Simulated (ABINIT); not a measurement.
Here is an ABINIT 10.8.3 (patched build) calculation.

run.abi

```
ndtset 7
getwfk -1
scalecart1 3*0.9795861087
scalecart2 3*0.9864848297
scalecart3 3*0.9932883884
scalecart4 3*1.0000000000
scalecart5 3*1.0066227096
scalecart6 3*1.0131594038
scalecart7 3*1.0196128224

pp_dirpath "./"
pseudos "Te.LDA_PW-JTH.xml, Sn.LDA_PW-JTH_sp.xml"

acell 4.455974803 4.455974803 4.455974803 Angstrom
rprim
     0.0000000000     0.7071067812     0.7071067812
     0.7071067812     0.0000000000     0.7071067812
     0.7071067812     0.7071067812     0.0000000000
ntypat 2
znucl 52 50
natom 2
typat 1 2
xred
     0.5000000000     0.5000000000     0.5000000000
     0.0000000000     0.0000000000     0.0000000000

ecut 15.0
pawecutdg 30.0

kptopt 1
ngkpt 7 7 7
nshiftk 1
shiftk 0.0 0.0 0.0

ixc 2

nband 9
occopt 3
tsmear 0.05 eV

nstep 100
tolvrs 1.0e-9

iomode 3
prtwf 1
prtden 0
prteig 0
prtebands 0
```

Potentials or basis: JTH PAW LDA v2.0 sp.

Run with:

```sh
$ abinit run.abi > log 2>&1
```

(1) Predict the pressure derivative of the bulk modulus.

(2) Predict the bulk modulus.

(3) Estimate the equilibrium volume.

## Answers

(1) 4.3.

(2) 51 GPa.

(3) 30.19 Å³/atom.

Caveat: pressures at fixed basis lie under the slope of the energies; this set keeps more shells in the core, which shifts pressures and gaps.
